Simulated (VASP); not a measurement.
These are r2SCAN meta-GGA, VASP's PBE PAW potentials (set 64) (plane waves; VASP) values and carry that method's errors.

Input for VASP

File POSCAR:
```
BeO
1.0
  1.3189407982  -2.2844728730   0.0000000000
  1.3189407982   2.2844728730   0.0000000000
  0.0000000000   0.0000000000   4.2834340259
Be O
2 2
Cartesian
  1.3189407982  -0.7614924806   2.1417584111
  1.3189407982   0.7614924806   0.0000413981
  1.3189407982  -0.7614924806   3.7608136766
  1.3189407982   0.7614924806   1.6190966637
```

File KPOINTS:
```
Automatic mesh
0
Gamma
9 9 5
0 0 0
```

### INCAR
```
ALGO=Normal
EDIFF=1E-7
EDIFFG=-0.01
ENCUT=520
IBRION=2
ISIF=4
ISMEAR=0
LASPH=.TRUE.
LCHARG=.FALSE.
LMIXTAU=.TRUE.
LREAL=.FALSE.
LWAVE=.FALSE.
METAGGA=R2SCAN
NELM=100
NSW=30
PREC=Accurate
SIGMA=0.05
SYSTEM=BeO
```

POTCAR, in this order: Be O (PBE.64 set). Program: vasp_std.

What VASP printed:

**OUTCAR**
```
 ion  position               nearest neighbor table
   1  0.667  0.333  0.500-   4 1.61   4 1.61   4 1.61   3 1.62
   2  0.333  0.667  0.000-   3 1.61   3 1.61   3 1.61   4 1.62
   3  0.667  0.333  0.878-   2 1.61   2 1.61   2 1.61   1 1.62
   4  0.333  0.667  0.378-   1 1.61   1 1.61   1 1.61   2 1.62
  LATTYP: Found a hexagonal cell.
 ALAT       =     2.6378819414
 C/A-ratio  =     1.6238156677
 Subroutine PRICEL returns:
 Original cell was already a primitive cell.
 Subroutine GETGRP returns: Found 12 space group operations
The static configuration has the point symmetry C_3v.
 The point group associated with its full space group is C_6v.
The dynamic configuration has the point symmetry C_3v.
 Subroutine INISYM returns: Found 12 space group operations
 Subroutine IBZKPT returns following result:
 Found     36 irreducible k-points:

 Following reciprocal coordinates:
            Coordinates               Weight
  0.000000  0.000000  0.000000      1.000000
  0.111111  0.000000  0.000000      6.000000
  0.222222  0.000000  0.000000      6.000000
  0.333333  0.000000  0.000000      6.000000
  0.444444  0.000000  0.000000      6.000000
...
```

File OSZICAR:
```
       N       E                     dE             d eps       ncg     rms          rms(c)
DAV:   1     0.525209849501E+02    0.52521E+02   -0.91518E+03   872   0.132E+03
DAV:   2    -0.365162361916E+02   -0.89037E+02   -0.83568E+02  1144   0.295E+02
DAV:   3    -0.393186960550E+02   -0.28025E+01   -0.27916E+01  1136   0.548E+01
DAV:   4    -0.393377458420E+02   -0.19050E-01   -0.19041E-01  1052   0.527E+00
DAV:   5    -0.393379407408E+02   -0.19490E-03   -0.19489E-03  1104   0.458E-01    0.886E+00
DAV:   6    -0.332102341132E+02    0.61277E+01   -0.42849E+00   948   0.183E+01    0.300E+00
DAV:   7    -0.322077421219E+02    0.10025E+01   -0.81800E-01  1084   0.111E+01    0.195E+00
DAV:   8    -0.349968212861E+02   -0.27891E+01   -0.63101E-01   864   0.862E+00    0.114E+00
DAV:   9    -0.323317322712E+02    0.26651E+01   -0.43847E-01   864   0.732E+00    0.179E-01
DAV:  10    -0.325032563065E+02   -0.17152E+00   -0.67691E-02   864   0.361E+00    0.148E-01
DAV:  11    -0.325042949586E+02   -0.10387E-02   -0.10060E-03  1152   0.325E-01    0.136E-01
DAV:  12    -0.325050658408E+02   -0.77088E-03   -0.36005E-03  1036   0.570E-01    0.124E-01
DAV:  13    -0.325062188156E+02   -0.11530E-02   -0.47504E-04   932   0.306E-01    0.444E-02
DAV:  14    -0.325061448480E+02    0.73968E-04   -0.23622E-05   992   0.704E-02    0.445E-02
DAV:  15    -0.325061671017E+02   -0.22254E-04   -0.32907E-05  1056   0.616E-02    0.207E-02
DAV:  16    -0.325061577205E+02    0.93812E-05   -0.29738E-05   996   0.570E-02    0.210E-03
DAV:  17    -0.325061741112E+02   -0.16391E-04   -0.51178E-07  1044   0.108E-02    0.224E-03
DAV:  18    -0.325061735294E+02    0.58177E-06   -0.49444E-07  1004   0.744E-03    0.620E-04
DAV:  19    -0.325061754454E+02   -0.19159E-05   -0.99900E-08   564   0.367E-03    0.369E-04
DAV:  20    -0.325061753637E+02    0.81657E-07   -0.16232E-08   540   0.160E-03
   1 F= -.32506175E+02 E0= -.32506175E+02  d E =-.325062E+02
       N       E                     dE             d eps       ncg     rms          rms(c)
DAV:   1    -0.325061886999E+02   -0.13255E-04   -0.49384E-03   888   0.715E-01    0.110E-02
DAV:   2    -0.325061871573E+02    0.15426E-05   -0.98098E-05  1116   0.105E-01    0.729E-03
DAV:   3    -0.325061942903E+02   -0.71330E-05   -0.13190E-06  1008   0.198E-02    0.395E-03
DAV:   4    -0.325061827731E+02    0.11517E-04   -0.27281E-06   912   0.195E-02    0.117E-03
DAV:   5    -0.325061931072E+02   -0.10334E-04   -0.79209E-07   916   0.144E-02    0.812E-04
DAV:   6    -0.325061903902E+02    0.27170E-05   -0.20693E-07   856   0.584E-03    0.449E-04
DAV:   7    -0.325061907377E+02   -0.34750E-06   -0.25460E-08   564   0.207E-03    0.937E-05
DAV:   8    -0.325061904410E+02    0.29667E-06   -0.24500E-09   508   0.597E-04    0.487E-05
DAV:   9    -0.325061906696E+02   -0.22866E-06   -0.52292E-10   508   0.346E-04    0.300E-05
DAV:  10    -0.325061905271E+02    0.14256E-06   -0.20860E-10   492   0.175E-04    0.267E-05
DAV:  11    -0.325061905578E+02   -0.30752E-07   -0.98859E-12   480   0.436E-05
   2 F= -.32506191E+02 E0= -.32506191E+02  d E =-.151941E-04
```

**OUTCAR**
```
------------------------ aborting loop because EDIFF is reached ----------------------------------------
  FORCE on cell =-STRESS in cart. coord.  units (eV):
  Direction    XX          YY          ZZ          XY          YZ          ZX
  --------------------------------------------------------------------------------------
  Total        2.5504539      2.5504549      2.5739920      0.0000000      0.0000000      0.0000000
  in kB      158.3050178    158.3050764    159.7660124      0.0000000      0.0000000      0.0000000
  external PRESSURE =     158.7920355 kB  Pullay stress =       0.0000000 kB
  volume of cell :       25.81
      direct lattice vectors                 reciprocal lattice vectors
     1.318925233 -2.284445938  0.000000000     0.379096546 -0.218871452  0.000000000
     1.318925233  2.284445938  0.000000000     0.379096546  0.218871452 -0.000000000
     0.000000000  0.000000000  4.283535081     0.000000000  0.000000000  0.233452039
 POSITION                                       TOTAL-FORCE (eV/Angst)
 -----------------------------------------------------------------------------------
      1.31893     -0.76148      2.14245        -0.000000      0.000000     -0.001443
      1.31893      0.76148      0.00068        -0.000000      0.000000     -0.001443
      1.31893     -0.76148      3.76026         0.000000     -0.000000      0.001443
      1.31893      0.76148      1.61849        -0.000000      0.000000      0.001443
 -----------------------------------------------------------------------------------
    total drift:                                0.000000      0.001551      0.001936
  FREE ENERGIE OF THE ION-ELECTRON SYSTEM (eV)
  ---------------------------------------------------
  free  energy   TOTEN  =       -32.5061905578 eV

  energy  without entropy=      -32.5061905578  energy(sigma->0) =      -32.50619056

 reached required accuracy - stopping structural energy minimisation
```
(Selected blocks of OUTCAR.)

**CONTCAR**
```
BeO
   1.00000000000000
     1.3189252331665704   -2.2844459381426083    0.0000000000000000
     1.3189252331665704    2.2844459381426083    0.0000000000000000
     0.0000000000000000    0.0000000000000000    4.2835350806012844
  Be              O
     2     2
Direct
     0.6666669999999968    0.3333330000000032    0.5001591269617494
     0.3333330000000032    0.6666669999999968    0.0001591269617493
     0.6666669999999968    0.3333330000000032    0.8778408730382508
     0.3333330000000032    0.6666669999999968    0.3778408730382508
```

The compound is BeO in the wurtzite structure. This cell is one point of a volume scan, at 0.94 of the reference volume. Symmetry was kept, so distortions that lower it aren't found.
